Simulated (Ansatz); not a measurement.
Results of B3LYP (VWN-RPA form) (plane waves, PAW; Ansatz, an electronic-structure program) for α-phase Li3N.

Run with plane-wave cutoff 460 eV, 9×9×8 k mesh (along the axes of the cell as run), Fermi–Dirac smearing 0.01 eV, scalar-relativistic PAW data made under PBE.

Cell (measured lattice):

Li3N is taken in the hexagonal space group P6/mmm (No. 191), Pearson symbol hP4. Conventional cell: a = b = 3.6520 Å, c = 3.8660 Å, α = β = 90.00°, γ = 120.00°. Li1 on 2c is coordinated by 3 N at 2.108 Å (trigonal planar). Li2 on 1b is coordinated by 2 N at 1.933 Å (linear). N on 1a is coordinated by 2 Li at 1.933 Å and 6 Li at 2.108 Å. (Neighbours: up to the widest gap in distance over summed covalent radii, below 1.35, at either atom; cation-cation and far metal-metal contacts left out.)

Question: Give the computed band gap.

Answer: 
- band gap = 2.61 eV (on the SCF k mesh)

Measured, for comparison: band gap 2.15 eV (4 K, zero-point motion not removed, indirect, optical absorption, E parallel c; as tabulated in Brendecke and Bludau (1979), doi:10.1063/1.326533). Computed (rounded) less measured: band gap +0.46 eV.

Note: cell and atoms aren't relaxed at this level (pressure -1.8 GPa).

Cost on a shared machine: around 2.5 core-minutes (rough).
